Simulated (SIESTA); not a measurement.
# Ge (Fd-3m) in SIESTA: further runs, part 4 of 4

SIESTA 5.4.2. Earlier steps stand in the parts before.

## Step 13: Single point, PBEsol, 21.28 Å³/atom

Ge.fdf reads:

```
SystemName                      Germanium
SystemLabel                     Ge
NumberOfSpecies                 1
NumberOfAtoms                   2
%block ChemicalSpeciesLabel
  1  32 Ge
%endblock ChemicalSpeciesLabel

LatticeConstant                 1.0 Ang
%block LatticeVectors
     0.0000000000     2.7711609388     2.7711609388
     2.7711609388     0.0000000000     2.7711609388
     2.7711609388     2.7711609388     0.0000000000
%endblock LatticeVectors
AtomicCoordinatesFormat         Fractional
%block AtomicCoordinatesAndAtomicSpecies
     0.7500000000     0.7500000000     0.7500000000  1  Ge
     0.5000000000     0.5000000000     0.5000000000  1  Ge
%endblock AtomicCoordinatesAndAtomicSpecies

%block kgrid.MonkhorstPack
    8   0   0  0.0
    0   8   0  0.0
    0   0   8  0.0
%endblock kgrid.MonkhorstPack
XC.Functional                   GGA
XC.Authors                      PBEsol
PAO.BasisSize                   DZP
PAO.EnergyShift                 0.003 Ry
Mesh.Cutoff                     800 Ry
OccupationFunction              FD
ElectronicTemperature           0.05 eV
MaxSCFIterations                120
SCF.MustConverge                false
SCF.Mixer.Method                Pulay
SCF.Mixer.Weight                0.25
SCF.Mixer.History               8
SCF.DM.Tolerance                5.0e-05
SCF.H.Tolerance                 1.0e-03 eV
WriteForces                     true
Charge.Mulliken                 end
%block PAO.Basis
  Ge 4
  n=4 0 2
    5.960 0.000
  n=4 1 2
    8.130 0.000
  n=3 2 2
    3.189 0.000
  n=4 2 1
    8.130
%endblock PAO.Basis
```

Command:

```console
siesta Ge.fdf > Ge.out 2>&1
```

It took 58 s on 1 thread of Intel Xeon Platinum 8488C (Sapphire Rapids), shared host; peak memory 0.37 GiB.

It converged, with:

* Free energy: -4853.6929 eV
* Pressure: 7.2 GPa
* Band gap on the k mesh: 0.33 eV, indirect (least direct gap 0.66 eV)

Caveat: the basis of atomic orbitals isn't converged, which shifts pressures, moduli and gaps.

## Step 14: Single point, PBEsol, 21.73 Å³/atom

Changes to Ge.fdf since step 13:

```diff
@@ -10,5 +10,5 @@
 %block LatticeVectors
-     0.0000000000     2.7711609388     2.7711609388
-     2.7711609388     0.0000000000     2.7711609388
-     2.7711609388     2.7711609388     0.0000000000
+     0.0000000000     2.7906767997     2.7906767997
+     2.7906767997     0.0000000000     2.7906767997
+     2.7906767997     2.7906767997     0.0000000000
 %endblock LatticeVectors
```

Command:

```console
siesta < Ge.fdf > Ge.out 2>&1
```

Wall time 57 s (1 thread of Intel Xeon Platinum 8488C (Sapphire Rapids), shared host); peak memory 0.37 GiB.

The run converged. Its results:

| Item | Value |
| --- | --- |
| Free energy | -4853.7272 eV |
| Pressure | 4.9 GPa |
| Band gap on the k mesh | 0.26 eV, indirect (least direct gap 0.43 eV) |

Caveat: the basis of atomic orbitals isn't converged, which shifts pressures, moduli and gaps.

## Step 15: Single point, PBEsol, 22.19 Å³/atom

Changes to Ge.fdf since step 14:

```diff
@@ -10,5 +10,5 @@
 %block LatticeVectors
-     0.0000000000     2.7906767997     2.7906767997
-     2.7906767997     0.0000000000     2.7906767997
-     2.7906767997     2.7906767997     0.0000000000
+     0.0000000000     2.8099234548     2.8099234548
+     2.8099234548     0.0000000000     2.8099234548
+     2.8099234548     2.8099234548     0.0000000000
 %endblock LatticeVectors
```

Potentials or basis: PseudoDojo 0.4 standard (PBEsol files), DZP (energy shift 0.003 Ry; two zetas on semicore shells).

Command:

```console
siesta Ge.fdf > Ge.out 2>&1
```

Run time: 55 s. Hardware: 1 thread of Intel Xeon Platinum 8488C (Sapphire Rapids), shared host; peak memory 0.36 GiB.

It converged, with:

```yaml
Free_energy: -4853.7497 eV
Pressure: 3.1 GPa
Band_gap_on_the_k_mesh: 0.19 eV, indirect (least direct gap 0.22 eV)
```

Caveat: the basis of atomic orbitals isn't converged, which shifts pressures, moduli and gaps.

## Step 16: Single point, PBEsol, 23.09 Å³/atom

Changes to Ge.fdf since step 15:

```diff
@@ -10,5 +10,5 @@
 %block LatticeVectors
-     0.0000000000     2.8099234548     2.8099234548
-     2.8099234548     0.0000000000     2.8099234548
-     2.8099234548     2.8099234548     0.0000000000
+     0.0000000000     2.8476450493     2.8476450493
+     2.8476450493     0.0000000000     2.8476450493
+     2.8476450493     2.8476450493     0.0000000000
 %endblock LatticeVectors
```

Command:

```console
siesta Ge.fdf > Ge.out 2>&1
```

It took 51 s on 1 thread of Intel Xeon Platinum 8488C (Sapphire Rapids), shared host; peak memory 0.35 GiB.

It converged, with:

| Item | Value |
| --- | --- |
| Free energy | -4853.7696 eV |
| Pressure | 0.4 GPa |
| Band gap on the k mesh | none (metal or under the smearing width) |

Caveat: the basis of atomic orbitals isn't converged, which shifts pressures, moduli and gaps.

## Step 17: Single point, PBEsol, 23.54 Å³/atom

Changes to Ge.fdf since step 16:

```diff
@@ -10,5 +10,5 @@
 %block LatticeVectors
-     0.0000000000     2.8476450493     2.8476450493
-     2.8476450493     0.0000000000     2.8476450493
-     2.8476450493     2.8476450493     0.0000000000
+     0.0000000000     2.8661367691     2.8661367691
+     2.8661367691     0.0000000000     2.8661367691
+     2.8661367691     2.8661367691     0.0000000000
 %endblock LatticeVectors
```

Command:

```console
siesta Ge.fdf > Ge.out 2>&1
```

Run time: 50 s. Hardware: 1 thread of Intel Xeon Platinum 8488C (Sapphire Rapids), shared host; peak memory 0.35 GiB.

The run converged. Its results:

- Free energy: -4853.7678 eV
- Pressure: -1.0 GPa
- Band gap on the k mesh: none (metal or under the smearing width)

Caveat: the basis of atomic orbitals isn't converged, which shifts pressures, moduli and gaps.

## Step 18: Single point, PBEsol, 24.00 Å³/atom

Changes to Ge.fdf since step 17:

```diff
@@ -10,5 +10,5 @@
 %block LatticeVectors
-     0.0000000000     2.8661367691     2.8661367691
-     2.8661367691     0.0000000000     2.8661367691
-     2.8661367691     2.8661367691     0.0000000000
+     0.0000000000     2.8843929095     2.8843929095
+     2.8843929095     0.0000000000     2.8843929095
+     2.8843929095     2.8843929095     0.0000000000
 %endblock LatticeVectors
```

Potentials or basis: PseudoDojo 0.4 standard (PBEsol files), DZP (energy shift 0.003 Ry; two zetas on semicore shells).

Command:

```console
siesta Ge.fdf > Ge.out 2>&1
```

Run time: 48 s. Hardware: 1 thread of Intel Xeon Platinum 8488C (Sapphire Rapids), shared host; peak memory 0.35 GiB.

The run converged. Its results:

| Property | Result |
| --- | --- |
| Free energy | -4853.7584 eV |
| Pressure | -2.2 GPa |
| Band gap on the k mesh | none (metal or under the smearing width) |

Caveat: the basis of atomic orbitals isn't converged, which shifts pressures, moduli and gaps.

## Step 19: Equation of state, PBEsol

This step only gathers the single runs of the series.

Results:

```yaml
Equilibrium_volume: 23.19 Å³/atom
Bulk_modulus: 67 GPa
Pressure_derivative_of_the_bulk_modulus: "4.1 (rough: it moves with the points fitted)"
```

Energy against volume, from the lowest point:
```
volume (Å³/atom)  energy (meV/atom)
          21.281              38.35
          21.733              21.23
          22.186               9.95
          22.639               3.07
          23.092               0.00
          23.545               0.93
          23.997               5.61
```

Caveat: the basis of atomic orbitals isn't converged, which shifts pressures, moduli and gaps.

## Step 20: Summary

```tsv
task	level	potentials or basis	cell	gap on the mesh (eV)	pressure (GPa)	largest force (eV/Å)
single point	PBE	PseudoDojo 0.4 standard (PBE files), DZP (energy shift 0.003 Ry; two zetas on semicore shells)	as given	0.07	5.1	-
single point	PBE	PseudoDojo 0.4 standard (PBE files), DZP (energy shift 0.003 Ry; two zetas on semicore shells)	atoms moved at random, drawn with an rms of 0.05 Å	none	5.3	0.75
equation of state	PBE	PseudoDojo 0.4 standard (PBE files), DZP (energy shift 0.003 Ry; two zetas on semicore shells)	as given	-	-	-
single point	PBEsol	PseudoDojo 0.4 standard (PBEsol files), DZP (energy shift 0.003 Ry; two zetas on semicore shells)	as given	none	1.8	-
single point	PBEsol	PseudoDojo 0.4 standard (PBEsol files), DZP (energy shift 0.003 Ry; two zetas on semicore shells)	atoms moved at random, drawn with an rms of 0.05 Å	none	1.9	0.73
equation of state	PBEsol	PseudoDojo 0.4 standard (PBEsol files), DZP (energy shift 0.003 Ry; two zetas on semicore shells)	as given	-	-	-
```

Alike in all rows: no spin polarisation; k mesh 8 × 8 × 8; smearing fermi-dirac 0.05 eV; grid cutoff 800 Ry; energy shift 0.003 Ry.

Caveats: the basis of atomic orbitals isn't converged, which shifts pressures, moduli and gaps; the minimum lies outside the volumes run (some runs).

Total energies depend on the potentials used, so only differences within one code and one set of settings carry meaning.

## Step 21: Against experiment

Step 2. Against the measured gap of Ge, 0.807 eV (direct; 300 K; “Electronic and optical properties of SixGe1-x-ySny alloys lattice-matched to Ge”, 2021, arxiv:2109.02782), the calculated 0.07 eV is off by -0.73 eV. 3 values of this kind are on record (0.666 to 0.807 eV); this one was drawn at random among those near their median. Spin-orbit coupling on Ge is left out. The value is that of PBE in an atomic basis (PseudoDojo 0.4 standard (PBE files), DZP (energy shift 0.003 Ry; two zetas on semicore shells)), whose error adds to the functional's, on a finite k mesh, which can miss the band edges, without temperature or zero-point motion. Semilocal functionals fall short of measured gaps as a rule.

Step 11. A measured gap of Ge is 0.666 eV (indirect; 293 K; “Electronic and optical properties of SixGe1-x-ySny alloys lattice-matched to Ge”, 2021, arxiv:2109.02782); the calculated 0.00 eV misses it by -0.67 eV. 3 values of this kind are on record (0.666 to 0.807 eV); this one was drawn at random among those near their median. Spin-orbit coupling on Ge is left out. The value is that of PBEsol in an atomic basis (PseudoDojo 0.4 standard (PBEsol files), DZP (energy shift 0.003 Ry; two zetas on semicore shells)), whose error adds to the functional's, on a finite k mesh, which can miss the band edges, without temperature or zero-point motion. Semilocal functionals fall short of measured gaps as a rule.

Step 19. Against the measured bulk modulus of Ge, 75.8 GPa (quoted in “Sub-monolayer structures of Ag overlayers on Ge(111): experimental observations and first-principles study”, 2019, arxiv:1908.00180), the calculated 67 GPa is off by -11.3 %. The fit is for a static lattice scaled at fixed shape and fixed fractional positions.
